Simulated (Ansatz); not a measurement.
SiO2: a film clamped to a substrate

Theory: DFT PBE, scalar-relativistic, plane waves, PAW (Ansatz 0.2.0). The runs took a 420 eV cutoff, a Γ-centred 6×6×6 mesh and Gaussian smearing (0.05 eV). No spin polarisation. Energies are free energies at this smearing, counted from the undisturbed cell; pressure is positive in compression.

The undisturbed cell (relaxed at this level; this form isn't the usual structure):

```
Si O
1.0
    -2.51337    2.51337    3.68939
     2.51337   -2.51337    3.68939
     2.51337    2.51337   -3.68939
Si O
2 4
Direct
  0.00000 0.00000 0.00000
  0.75000 0.25000 0.50000
  0.96701 0.62500 0.84201
  0.37500 0.21701 0.34201
  0.78299 0.12500 0.15799
  0.87500 0.03299 0.65799
```

The cell (6 atoms, V0 = 93.22 Å³) is strained by p along both x and y and by q along z, fractional coordinates fixed. τp = (1/V0) ∂E/∂p = (σxx + σyy)(1 + p)(1 + q) and τq = (1/V0) ∂E/∂q = σzz(1 + p)², with tension positive.

```csv
p,q,ΔE (meV/atom),τp (GPa),τq (GPa)
0.000,0.000,0.00,-0.05,0.02
-0.025,0.000,20.84,-17.54,-7.29
0.025,0.000,18.67,15.05,6.14
0.000,-0.025,5.70,-7.06,-4.73
0.000,0.025,5.65,6.34,4.59
```

Get the second derivatives of the energy density.

Central differences give A = ∂τp/∂p = 652 GPa (C11 + C22 + 2 C12), C = ∂τq/∂q = 186 GPa (C33) and the cross term B = ∂τq/∂p = 269 GPa (C13 + C23); ∂τp/∂q = 268 GPa must equal B, and any difference shows higher-order terms. The ions are clamped.

A film of this crystal grows with z along the normal on a substrate that imposes p. How does its thickness respond, and what does the misfit cost?

Count p and q from the stress-free cell. A free surface needs τq = 0, so q = −(B/C) p = -1.44 p. The energy density left is (A − B²/C) p²/2 = M p², with the biaxial modulus M = 132 GPa; a misfit of 1 % costs 1.28 meV/atom, against 3.16 meV/atom if the thickness were held.

Forces appear on the atoms along this scan, and letting them relax would lower the energy and soften the response.

Letting the thickness respond removes more than half of the misfit cost, from 3.16 to 1.28 meV/atom at 1 %. The reason lies in the tetrahedral network: each Si–O bond has components both in the plane and along z, so contraction along the normal largely undoes the stretching caused by in-plane tension. What remains probably comes mostly from distorted O–Si–O angles. Compression costs more than equal extension for both strains, as expected from short-range repulsion, though the difference along z is slight. That A far exceeds C doesn't by itself show a stiffer plane, since A combines two axes and their coupling.

These moduli describe deformation of the tetrahedra themselves. Cristobalite-like frameworks normally accommodate strain by rotating nearly rigid tetrahedra about flexible Si–O–Si links, a route closed when fractional coordinates are fixed. Such rotations couple the axes differently, and α-cristobalite is known to be auxetic. The thickness ratio of -1.44 is therefore not a reliable prediction for a real film, and even its sign could change.
